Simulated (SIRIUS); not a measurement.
LuH2: equation of state with PBE

The system is LuH2.

```xyz
3
Lattice="0.0000 2.5165 2.5165 2.5165 0.0000 2.5165 2.5165 2.5165 0.0000" Properties=species:S:1:pos:R:3 pbc="T T T"
Lu    0.0000    0.0000    0.0000
H     3.7748    3.7748    3.7748
H     1.2583    1.2583    1.2583
```

```yaml
Program: SIRIUS 7.12.0
Task: equation of state
Functional: PBE
Potentials_or_basis: all-electron FP-LAPW
Cutoff: 168 eV
Basis: apw+lo standard
k_mesh: 9 × 9 × 9
Occupations: fermi-dirac, width 0.05 eV
Spin: no spin polarisation
```

```json
{
 "Equilibrium volume": "10.54 Å³/atom",
 "Bulk modulus": "91 GPa",
 "Pressure derivative of the bulk modulus": "4.1 (rough: it moves with the points fitted)"
}
```

Energy against volume, from the lowest point:
```csv
volume (Å³/atom),energy (meV/atom)
9.987,8.95
10.199,3.05
10.412,0.30
10.624,0.00
10.837,2.07
11.049,6.15
11.262,12.37
```

All runs of the series together: 10 min on 1 thread of Arm Neoverse V1 (shared host).

Spin-orbit coupling is left out, which matters for the levels of Lu.
